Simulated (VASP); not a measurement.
The system is BAs.

```xyz
2
Lattice="0.0000 2.3885 2.3885 2.3885 0.0000 2.3885 2.3885 2.3885 0.0000" Properties=species:S:1:pos:R:3 pbc="T T T"
B     0.0000    0.0000    0.0000
As    3.5827    3.5827    3.5827
```

| Quantity | Value |
| --- | --- |
| Program | VASP 6.6.1 |
| Task | relaxation of cell and atoms |
| Functional | PBE |
| Potentials or basis | VASP PAW PBE potentials, release 64 (B, As) |
| Cutoff | 600 eV |
| k mesh | 9 × 9 × 9 |
| Occupations | gaussian, width 0.02 eV |
| Spin | no spin polarisation |

At the start: pressure 3.4 GPa; volume 13.63 Å³/atom.

How do energy, volume and symmetry change on relaxing?

Over 3 steps the energy falls by 3.5 meV/atom and the volume is 13.97 Å³/atom (+2.5 %); space group F-43m (No. 216, to 0.05 Å).

Step by step:
```
step  energy change (eV)  largest force (eV/Å)  pressure (GPa)  volume (Å³)
   1              0.0000                0.0000            3.42        27.25
   2             -0.0037                0.0000           -2.19        28.42
   3             -0.0071                0.0000            0.01        27.93
```

Final structure:
```yaml
crystal:
  lattice:
    - [0.00000, 2.40815, 2.40815]
    - [2.40815, 0.00000, 2.40815]
    - [2.40815, 2.40815, 0.00000]
  atoms:
    - { symbol: B, position: [0.00000, 0.00000, 0.00000] }
    - { symbol: As, position: [0.75000, 0.75000, 0.75000] }
```
